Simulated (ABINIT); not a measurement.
Here is an ABINIT 10.8.3 (patched build) calculation.

run.abi

```
# Datasets: ground state, then fixed potential
ndtset 2

# Pseudopotentials
pp_dirpath "./"
pseudos "Hf.GGA_PBE-JTH.xml"

# Structure
acell 3*1.0
rprim
     6.0408875026     0.0000000000     0.0000000000
    -3.0204437513     5.2315620387     0.0000000000
     0.0000000000     0.0000000000     9.5578567931
ntypat 1
znucl 72
natom 2
typat 1 1
xred
     0.6666666667     0.3333333333     0.7500000000
     0.3333333333     0.6666666667     0.2500000000

# Plane-wave basis
ecut 625.861884 eV
pawecutdg 45.0
pawxcdev 0

# Exchange and correlation
ixc 11

# Bands and occupations
occopt 3
tsmear 0.05 eV

# SCF cycle
nstep 100

# Output
iomode 3
prtwf 0
prteig 0
prtebands 0
enunit 1
prtden1 1

# Dataset 1
kptopt1 1
ngkpt1 10 10 5
nshiftk1 1
shiftk1 0.0 0.0 0.0
nband1 16
tolvrs1 1.0e-9

# Dataset 2: bands along G-M-K-G-A-L-H-A
iscf2 -2
getden2 1
nband2 22
nbdbuf2 4
tolwfr2 1.0e-11
kptopt2 -7
ndivsm2 8
prteig2 1
prtvol2 -3
kptbounds2
     0.0000000000     0.0000000000     0.0000000000
     0.5000000000     0.0000000000     0.0000000000
     0.3333333333     0.3333333333     0.0000000000
     0.0000000000     0.0000000000     0.0000000000
     0.0000000000     0.0000000000     0.5000000000
     0.5000000000     0.0000000000     0.5000000000
     0.3333333333     0.3333333333     0.5000000000
     0.0000000000     0.0000000000     0.5000000000
```

Potentials or basis: JTH PAW PBE v2.0.

Launch:

```bash
$ abinit run.abi > log 2>&1
```

Problem. What does it give for the pressure?

Solution. 0.2 GPa.

Problem. Predict the band gap on the k mesh.

Solution. None (metal or under the smearing width).

Stress tensor (GPa, compression positive):
```
 0.33  0.00  0.00
 0.00  0.33  0.00
 0.00  0.00 -0.10
```

Caveat: spin-orbit coupling is left out, which moves the levels of the heavy elements.
